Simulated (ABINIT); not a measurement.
Crystal: AlN.

```
CELL_PARAMETERS angstrom
0.00000 2.18399 2.18399
2.18399 0.00000 2.18399
2.18399 2.18399 0.00000
ATOMIC_POSITIONS crystal
Al 0.00000 0.00000 0.00000
N 0.25000 0.25000 0.25000
```

Measurements of this composition are mostly on another form, of space group No. 186.

Program: ABINIT 10.8.3 (patched build). Alike in all runs: task band structure; no spin polarisation; cell as given; k mesh 10 × 10 × 10; smearing fermi-dirac 0.05 eV.

Problem. Order these runs on this cell by their pressure, lowest first.
A. level HLE16; potentials or basis PseudoDojo NC SR PBE v0.4.1 standard; cutoff (eV) 1143
B. level revPBE; potentials or basis PseudoDojo NC SR PBE v0.4.1 standard; cutoff (eV) 1143
C. level PBEsol; potentials or basis PseudoDojo NC SR PBEsol v0.4.1 standard; cutoff (eV) 1143
D. level rSCAN; potentials or basis JTH PAW PBE v2.0; cutoff (eV) 816; fine-grid cutoff 1414.99 eV

Solution. A (-32.7 GPa), C (1.2 GPa), D (2.8 GPa), B (5.2 GPa).

Caveats: the potentials were made for another functional, which shifts forces and pressure (some runs); the PAW data sets were made with another functional, which shifts forces and pressure a little (some runs); the cell as given lies far from equilibrium (some runs); the potentials were made for a functional far from this one (some runs); so large a pressure means that the cell lies far from this level's equilibrium, or that cutoff or potentials fall short (some runs).
